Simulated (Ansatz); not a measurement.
# InPd (Pm-3m) in Ansatz: reference runs

How does InPd come out in PBE? The cell is run as given and disturbed.

Program: Ansatz 0.2.0. These are calculated values, not measurements. Logs are shortened: lines on timing, memory, paths and dates and some standing lists are left out, and cuts for length are marked.

## (1) The crystal as given

It takes space group Pm-3m (No. 221, cubic). Conventional cell: a = 3.272 Å, b = 3.272 Å, c = 3.272 Å, α = 90.00°, β = 90.00°, γ = 90.00°. In (site symmetry m-3m) has 8 Pd at 2.83 Å as nearest neighbours. Around Pd (site symmetry m-3m) lie 8 In at 2.83 Å.

The cell comes from a database or a generator and needn't be the stable form of this composition.

## (2) Single point, PBE

Contents of input.yaml:

```yaml
crystal:
  lattice:
    - [3.27188478, 0.0, 0.0]
    - [0.0, 3.27188478, 0.0]
    - [0.0, 0.0, 3.27188478]
  atoms:
    - { symbol: In, position: [0.0, 0.0, 0.0] }
    - { symbol: Pd, position: [0.5, 0.5, 0.5] }
kpoints:
  mp_grid: { grid: [8, 8, 8] }
scf:
  occupations: { method: fermi_dirac, width: 0.05 }
hamiltonian:
  xc: pbe
  pseudopotentials: { kind: all_electron, lapw: { basis_error: 0.001 } }
output:
  forces: true
  stress: true
  eigenvalues: true
  populations: true
```

Potentials or basis: all-electron LAPW, scalar-relativistic.

Started as:

```bash
> ansatz run input.yaml --threads 1 --pin off --max-ram 3072MiB --backend cpu --events-out ev --progress --plain --runs-dir out
```

Output:

```text
Warning: RAYON_NUM_THREADS=1 ignored (pool sized by the plan → 1); use --threads N
In: projections on atomic orbitals take those of the free atom 1s2 2s2 2p6 3s2 3p6 3d10 4s2 4p6 4d10 5s2 5p1, of charge +0.00 (hamiltonian.pseudopotentials.projection_atoms)
Pd: projections on atomic orbitals take those of the free atom 1s2 2s2 2p6 3s2 3p6 3d10 4s2 4p6 4d10, of charge +0.00 (hamiltonian.pseudopotentials.projection_atoms)
LAPW: plane waves up to 8.108 Å⁻¹, error target 1.0e-3 eV per atom; small_component_spin mean_spin; Pd in spheres of 1.415 Å, 28 of its electrons in bands, Dirac shells []; In in spheres of 1.419 Å, 21 of its electrons in bands, Dirac shells [] (how accurate: hamiltonian.pseudopotentials.lapw.basis_error, Limitations)
Engine: ansatz 0.2.0, x86_64-unknown-linux-gnu
Pseudopotentials: kind: all_electron
Pseudopotential: In, LAPW, valence charge 21, lapw/all_electron/scalar/gaussian/In, Koelling and Harmon's equation, gaussian nucleus
Pseudopotential: Pd, LAPW, valence charge 28, lapw/all_electron/scalar/gaussian/Pd, Koelling and Harmon's equation, gaussian nucleus
Functional definition: PBE
  parameter kappa = 0.804
  parameter beta = 0.06672455060314922
  exchange = pbe_x(kappa = kappa, mu = beta*pi^2/3)
  correlation = pbe_c(beta = beta)
Crystal: 2 atoms, lattice volume = 35.026 Å³
Basis set: ecut = 250.43713282680196 eV, 305 PW (Γ), exchange–correlation at level 2
Bands: 30, of which v1, the nominal top of the filled ones, is band 25 counted from 1 (24 counted from 0)
Symmetry: 48 space group operations
Space group: Pm-3m (ITA 221), of the structure as read, at distance tolerance 3.3e-5 Å
k-points: 35 of 512
Non-local potential: In, projectors of the file, none
Non-local potential: Pd, projectors of the file, none
Initial density: superposition of atomic densities (chi_scale 0.1, normalization cell, long waves kept (reshape's long-wave potential 0.00 eV rms))
Initial wavefunctions: plane waves of lowest kinetic energy (no species holds an atomic orbital)
Functional: x = pbe(κ = 0.804, μ = 0.2195149727645171), c = pbe(β = 0.06672455060314922)
iter 1 solved again at ethr=2.48e-3 eV; its pass at ethr=1.00e-1 eV (dr2=1.21e0 eV) is discarded
SCF iter   1: F=—  HF=-297355.053382 eV  |F-HF|=—  |Δ(HF+E_count)|=         —  Δρ=5.16e-2  dr2=1.22e0  ethr=2.48e-3  ⟨swp⟩=2.0  Hψ=6627  notcnv=0
preconditioner: auto → Kerker (q_TF=auto, 2.885 Å⁻¹)  [metal: Δε(μ)=0.045 eV  Ē_g=15.118 eV  σ=0.050 eV  W_gap=0.22  n_scr=18 (ndim 8)  ℏωp=30.1 eV  f_vac=0.000  D(μ)=1.69/eV (n_scr^D=18)]
SCF iter   2: F=—  HF=-297354.727739 eV  |F-HF|=—  |Δ(HF+E_count)|=   3.26e-1  Δρ=2.62e-2  dr2=4.17e-1  ethr=2.48e-3  ⟨swp⟩=2.9  Hψ=3060  notcnv=0
preconditioner: auto → Resta (q_TF=auto, 2.885 Å⁻¹)  ε∞=4.7  [insulator: Δε(μ)=0.250 eV  Ē_g=15.693 eV  σ=0.050 eV  W_gap=0.84  n_scr=18 (ndim 8)  ℏωp=30.1 eV  f_vac=0.000  D(μ)=0.44/eV (n_scr^D=0)  ε∞_Penn≈4.7]
iter 3 solved again at ethr=5.29e-5 eV; its pass at ethr=8.50e-4 eV (dr2=2.59e-2 eV) is discarded
SCF iter   3: F=—  HF=-297353.626863 eV  |F-HF|=—  |Δ(HF+E_count)|=    1.10e0  Δρ=9.27e-3  dr2=2.59e-2  ethr=5.29e-5  ⟨swp⟩=2.0  Hψ=5141  notcnv=0
SCF iter   4: F=—  HF=-297353.617820 eV  |F-HF|=—  |Δ(HF+E_count)|=   9.04e-3  Δρ=4.30e-3  dr2=6.85e-3  ethr=5.29e-5  ⟨swp⟩=2.0  Hψ=2984  notcnv=0
SCF iter   5: F=—  HF=-297353.617177 eV  |F-HF|=—  |Δ(HF+E_count)|=   6.44e-4  Δρ=1.72e-3  dr2=1.27e-3  ethr=1.40e-5  ⟨swp⟩=2.0  Hψ=2958  notcnv=0
SCF iter   6: F=—  HF=-297353.617369 eV  |F-HF|=—  |Δ(HF+E_count)|=   1.92e-4  Δρ=2.75e-4  dr2=2.75e-5  ethr=2.59e-6  ⟨swp⟩=2.0  Hψ=2960  notcnv=0
SCF iter   7: F=—  HF=-297353.617349 eV  |F-HF|=—  |Δ(HF+E_count)|=   2.05e-5  Δρ=8.26e-5  dr2=1.33e-6  ethr=5.62e-8  ⟨swp⟩=2.0  Hψ=2960  notcnv=0
SCF iter   8: F=—  HF=-297353.617337 eV  |F-HF|=—  |Δ(HF+E_count)|=   1.20e-5  Δρ=3.89e-5  dr2=3.83e-7  ethr=2.72e-9  ⟨swp⟩=3.0  Hψ=3044  notcnv=0
SCF iter   9: F=-297353.617337 eV  HF=-297353.617337 eV  |F-HF|=2.40e-8  |Δ(HF+E_count)|=   1.27e-7  Δρ=5.90e-6  dr2=7.86e-9  ethr=7.81e-10  ⟨swp⟩=2.0  Hψ=2962  notcnv=0
SCF 1 converged in 9 iterations: F = -297353.617337 eV  dr2 = 7.86e-9
SCF converged after 9 iterations
Free energy (F): -297353.617337 eV
Harris-Foulkes:  -297353.617337 eV  (|F-HF|=2.40e-8)
Internal energy: -297353.607184 eV  (E = F + TS)
E sigma→0 (E₀):  -297353.612260 eV
Entropy (-TS):   -0.010152 eV (-5.076 meV/atom)
Fermi energy:    19.839619 eV
--- Per-component energies (eV) ---
  E_band       = -3610.019978
  E_kinetic    = 311285.370398
  E_xc         = -8278.306094
  E_electrostatic = -600360.671488  (all electrons and nuclei)
  E_smearing   = -0.010152  (= −TS)
  E_closure    = 0.000000  (closes the sum)
  E_atoms      = -297346.388246  (free atoms, spherical and without spin; not in F)
  Σ components = -297353.617337   (vs F -297353.617337, Δ=0.00e0)
  Basis errors (estimates in eV, not in F): energy 2.7e-4 per atom: plane waves 2.4e-4 (1.2e-4 summed), levels above the bands 5.1e-53, relativity 6.1e-8, radial functions 2.8e-5, core shells 9.0e-8; eigenvalues (radial functions only) 2.7e-6; not estimated: angular momenta, meshes, grids; target (lapw.basis_error) 1.0e-3; muffin-tin radii Pd 1.415 Å, In 1.419 Å
--- Forces (eV/Å), atoms counted from 1 ---
  atom   1  In    -0.00000000     0.00000000    -0.00000000
  atom   2  Pd    -0.00000000     0.00000000     0.00000000
  max |Σ_I F_I| component: 1.05e-29 eV/Å
--- Stress (GPa, compression-positive) ---
        3.607027       0.000000       0.000000
        0.000000       3.607027       0.000000
        0.000000       0.000000       3.607027
  P = ⅓ Tr σ = 3.6070 GPa (36.070 kbar)
--- Band table (eV; the first three rows and the last of 35) ---
  k-point 0: bands = ["-304.7982", "-304.7982", "-304.7982", "-304.7841", "-304.7841", "-95.6455", "-64.5951", "-54.1281", "-54.1281", "-54.1281", "-30.3425", "-30.3425", "-30.3425", "4.9482", "4.9482", "5.3566", "5.3566", "5.3566", "9.8639", "16.1085", "16.1085", "17.6521", "17.6521", "17.6521", "24.1489", "24.1489", "24.1489", "29.3652", "30.4926", "30.4926"]
  k-point 1: bands = ["-304.7982", "-304.7982", "-304.7982", "-304.7841", "-304.7841", "-95.6454", "-64.5949", "-54.1289", "-54.1281", "-54.1281", "-30.3472", "-30.3421", "-30.3421", "4.9566", "4.9998", "5.3410", "5.3410", "5.3612", "10.1122", "16.1110", "16.1441", "17.4748", "17.4748", "17.6413", "22.6487", "24.6367", "24.6367", "29.7887", "30.4030", "31.9869"]
  k-point 2: bands = ["-304.7982", "-304.7982", "-304.7982", "-304.7841", "-304.7841", "-95.6454", "-64.5943", "-54.1307", "-54.1280", "-54.1280", "-30.3585", "-30.3414", "-30.3414", "4.9770", "5.1238", "5.3036", "5.3036", "5.3726", "10.8512", "16.0617", "16.1174", "17.1029", "17.1029", "17.6152", "20.4003", "25.9351", "25.9351", "29.9303", "30.1679", "34.5087"]
  k-point 34: bands = ["-304.7982", "-304.7982", "-304.7982", "-304.7841", "-304.7841", "-95.6448", "-64.5906", "-54.1326", "-54.1326", "-54.1326", "-30.3687", "-30.3687", "-30.3687", "5.0866", "5.0866", "5.0866", "5.5684", "5.5684", "15.0585", "15.0585", "15.0585", "18.2667", "18.2667", "19.8508", "23.7187", "23.7187", "23.7187", "24.3194", "24.3194", "24.3194"]
--- Löwdin populations: 2 sites ---
  site symbol       q [e]
     0     In     49.5181
     1     Pd     45.4053
  spilling = 0.000806 (of n_electrons = 95.000000)
```

It took 22 s on 1 thread of Intel Xeon at 2.50GHz (Skylake/Cascade Lake), shared host; peak memory 0.36 GiB.

What came out:

* Free energy: -297353.6173 eV
* Pressure: 3.6 GPa
* Band gap on the k mesh: none (metal or under the smearing width)
* Loewdin charges: In -0.52; Pd +0.59 e

## (3) Single point, PBE (atoms moved at random, drawn with an rms of 0.05 Å)

Changes to input.yaml since step 2:

```diff
@@ -6,4 +6,4 @@
   atoms:
-    - { symbol: In, position: [0.0, 0.0, 0.0] }
-    - { symbol: Pd, position: [0.5, 0.5, 0.5] }
+    - { symbol: In, position: [-0.006769, 0.000321, 0.008376] }
+    - { symbol: Pd, position: [0.489101, 0.506878, 0.491849] }
 kpoints:
```

Potentials or basis: all-electron LAPW, scalar-relativistic.

Started as:

```bash
> ansatz run input.yaml --threads 1 --pin off --max-ram 3072MiB --backend cpu --events-out ev --progress --plain --runs-dir out
```

It took 3.2 min on 1 thread of Intel Xeon at 2.50GHz (Skylake/Cascade Lake), shared host; peak memory 0.79 GiB.

The run converged. Its results:

- Free energy: -297353.6099 eV
- Pressure: 3.8 GPa
- Largest force: 0.250 eV/Å
- Band gap on the k mesh: none (metal or under the smearing width)
- Loewdin charges: In -0.52; Pd +0.59 e

Forces on the atoms (eV/Å):
```
In  -0.057  0.091 -0.226
Pd   0.057 -0.091  0.226
```

Stress tensor (GPa, compression positive):
```
 3.82 -0.03  0.07
-0.03  3.81 -0.11
 0.07 -0.11  3.71
```

Levels at points of the mesh, in eV from the Fermi level:
```
              k point  band 22  band 23  band 24  band 25  band 26  band 27  band 28  band 29
   (0.00, 0.00, 0.00)    -2.19    -2.19    -2.19     4.31     4.31     4.33     9.51    10.64
  (0.00, 0.00, -0.50)    -3.17    -3.17    -2.26    -1.03     9.59     9.62     9.99    10.82
  (0.00, -0.50, 0.00)    -3.18    -3.17    -2.26    -1.03     9.50     9.64    10.06    10.76
 (0.00, -0.50, -0.50)    -2.60    -2.23    -2.22    -1.62     1.54     2.56     9.56    11.40
  (-0.50, 0.00, 0.00)    -3.18    -3.17    -2.26    -1.03     9.50     9.63    10.07    10.76
 (-0.50, 0.00, -0.50)    -2.60    -2.23    -2.22    -1.62     1.54     2.56     9.56    11.40
 (-0.50, -0.50, 0.00)    -2.62    -2.22    -2.22    -1.62     1.54     2.56     9.57    11.41
(-0.50, -0.50, -0.50)    -1.58    -1.58     0.02     3.81     3.83     3.88     4.48     4.53
```
